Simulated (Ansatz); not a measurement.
The system is Hf.

```
Hf
1.0
    -1.80500    1.80500    1.80500
     1.80500   -1.80500    1.80500
     1.80500    1.80500   -1.80500
Hf
1
Direct
  0.00000 0.00000 0.00000
```

This isn't the form of Hf at room conditions, which is hcp.

Below is the output of Ansatz 0.2.0 for this cell. Logs are shortened: lines on timing, memory, paths and dates and some standing lists are left out, and cuts for length are marked.

```text
Warning: RAYON_NUM_THREADS=2 ignored (pool sized by the plan → 2); use --threads N
Engine: ansatz 0.2.0, aarch64-unknown-linux-gnu
Pseudopotentials: kind: paw
Pseudopotential: Hf, paw, valence charge 26, recommended cutoff 420 eV (normal), Hf.paw.azcp
Functional definition: PBE
  parameter kappa = 0.804
  parameter beta = 0.06672455060314922
  exchange = pbe_x(kappa = kappa, mu = beta*pi^2/3)
  correlation = pbe_c(beta = beta)
Crystal: 1 atoms, lattice volume = 23.523 Å³
Basis set: ecut = 420 eV, 459 PW (Γ), exchange–correlation on 48×48×48 points (8 copies of the dense FFT grid, shifted against one another)
Bands: 17, of which v1, the nominal top of the filled ones, is band 13 counted from 1 (12 counted from 0)
Symmetry: 48 space group operations
Space group: Im-3m (ITA 229), of the structure as read, at distance tolerance 2.9e-5 Å
k-points: 47 of 1000
Non-local potential: Hf, projectors of the file, l = 0: 3, l = 1: 2, l = 2: 2, l = 3: 3
PAW form: soft (Blöchl's): semilocal exchange-correlation on the pseudo side does not see the compensation charge
PAW one-centre angular grid: Hf, 590 points (default); XC on 64 Gauss nodes
Initial density: superposition of atomic densities (neutral atoms: chi_scale 0, normalization atom), corrected by the library's trained network
Initial wavefunctions: pseudopotential atomic-orbital guess
Functional: x = pbe(κ = 0.804, μ = 0.2195149727645171), c = pbe(β = 0.06672455060314922)
SCF iter   1: F=—  HF=-15721.166182 eV  |F-HF|=—  |Δ(HF+E_count)|=         —  Δρ=2.13e-3  dr2=4.89e-4  ethr=1.77e-3  ⟨swp⟩=5.1  Hψ=3483  notcnv=0
preconditioner: auto → none  [insulator: Δε(μ)=0.054 eV  Ē_g=18.370 eV  σ=0.012 eV  W_gap=0.60  n_scr=12 (ndim 8)  ℏωp=37.5 eV  f_vac=0.000  D(μ)=4.36/eV (n_scr^D=78)  ε∞_Penn≈5.2]
SCF iter   2: F=—  HF=-15721.166113 eV  |F-HF|=—  |Δ(HF+E_count)|=   6.92e-5  Δρ=9.43e-4  dr2=9.58e-5  ethr=1.88e-6  ⟨swp⟩=2.5  Hψ=1875  notcnv=0  defer=8
SCF iter   3: F=—  HF=-15721.166143 eV  |F-HF|=—  |Δ(HF+E_count)|=   3.06e-5  Δρ=2.85e-4  dr2=1.50e-5  ethr=3.68e-7  ⟨swp⟩=2.0  Hψ=1215  notcnv=0  defer=8
SCF iter   4: F=—  HF=-15721.166129 eV  |F-HF|=—  |Δ(HF+E_count)|=   1.40e-5  Δρ=5.00e-5  dr2=2.65e-7  ethr=5.77e-8  ⟨swp⟩=2.0  Hψ=1395  notcnv=0  defer=8
iter 5 did not close the SCF: its close was put off for the readings that it lacked (scf_convergence_deferred on its scf_iter line)
SCF iter   5: F=-15721.166130 eV  HF=-15721.166130 eV  |F-HF|=1.30e-8  |Δ(HF+E_count)|=   2.28e-7  Δρ=1.38e-5  dr2=1.73e-8  ethr=1.02e-9  ⟨swp⟩=2.4  Hψ=1337  notcnv=0  defer=8
SCF iter   6: F=-15721.166130 eV  HF=-15721.166130 eV  |F-HF|=4.38e-10  |Δ(HF+E_count)|=   1.48e-8  Δρ=2.84e-6  dr2=1.05e-9  ethr=6.65e-11  ⟨swp⟩=3.4  Hψ=2938  notcnv=0
SCF 1 converged in 6 iterations: F = -15721.166130 eV  dr2 = 1.05e-9
  greatest PAW one-centre occupation: 0.998 electrons in one spin orbital (limit 2), on the Hf atom at site 0 (counted from 0), in its partial waves of l = 0
SCF converged after 6 iterations
Free energy (F): -15721.166130 eV
Harris-Foulkes:  -15721.166130 eV  (|F-HF|=4.38e-10)
Internal energy: -15721.165816 eV  (E = F + TS)
E sigma→0 (E₀):  -15721.165973 eV
Entropy (-TS):   -0.000314 eV (-0.314 meV/atom)
Fermi energy:    18.503936 eV
--- Per-component energies (eV) ---
  E_band       = 6.223216
  E_kinetic    = 422.607685
  E_local      = -5202.308287  (includes V_loc(G=0)·N_el)
  E_nonlocal   = -1244.668087
  E_hartree    = 2436.272094
  E_xc         = -299.352628
  E_vxc        = -265.215831  (∫ρ·V_xc dr)
  E_paw        = -6927.223249  (= ΣΔE_a)
  E_vpaw       = 1423.266371  (= ΣTr[D̂ρ^β])
  E_aug_tail   = -0.000001  (compensation charges beyond the density's cutoff)
  E_ewald      = -4906.493341
  E_smearing   = -0.000314  (= −TS)
  E_closure    = 0.000000  (closes the sum)
  Σ components = -15721.166130   (vs F -15721.166130, Δ=0.00e0)
--- Forces (eV/Å), atoms counted from 1 ---
  atom   1  Hf    -0.00000000     0.00000000     0.00000000
  max |Σ_I F_I| component: 1.01e-31 eV/Å
--- Stress (GPa, compression-positive) ---
       -5.002664      -0.000000       0.000000
       -0.000000      -5.002664       0.000000
        0.000000       0.000000      -5.002664
  P = ⅓ Tr σ = -5.0027 GPa (-50.027 kbar)
--- Band table (eV; the first three rows and the last of 47) ---
  k-point 0: bands = ["-43.1888", "-11.5015", "-11.5015", "-11.5015", "6.8423", "6.8423", "6.8423", "6.9046", "6.9046", "6.9046", "6.9298", "11.6318", "19.9781", "19.9781", "19.9781", "22.6182", "22.6182"]
  k-point 1: bands = ["-43.1837", "-11.5714", "-11.5237", "-11.5017", "6.8442", "6.8466", "6.8468", "6.9005", "6.9030", "6.9032", "6.9244", "11.9767", "19.7452", "19.8715", "20.3212", "22.2901", "22.6213"]
  k-point 2: bands = ["-43.1702", "-11.7502", "-11.5814", "-11.5023", "6.8483", "6.8580", "6.8586", "6.8907", "6.8935", "6.9003", "6.9163", "12.9222", "19.2033", "19.3825", "21.3179", "22.0518", "22.6851"]
  k-point 46: bands = ["-43.0937", "-11.9909", "-11.9909", "-11.9909", "6.8263", "6.8695", "6.8695", "6.8695", "6.9115", "6.9115", "6.9115", "16.1296", "16.1296", "24.9006", "24.9006", "24.9006", "25.3312"]
```

Problem. Write the input and the command behind it.

Solution. Single point with PBE, no spin polarisation. The files as run (others can give the same):

input.yaml
```yaml
crystal:
  lattice:
    - [-1.805, 1.805, 1.805]
    - [1.805, -1.805, 1.805]
    - [1.805, 1.805, -1.805]
  atoms:
    - { symbol: Hf, position: [0.0, 0.0, 0.0] }
hamiltonian:
  xc: pbe
  pseudopotentials: { kind: paw }
kpoints:
  mp_grid: { grid: [10, 10, 10] }
scf:
  occupations: { method: gaussian, width: 0.012 }
output:
  forces: true
  stress: true
  eigenvalues: true
```

Potentials or basis: Ansatz PAW.
Command:
```sh
$ ansatz run input.yaml --threads 2 --pin off --max-ram 5632MiB --backend cpu --events-out ev --progress --plain --runs-dir out
```
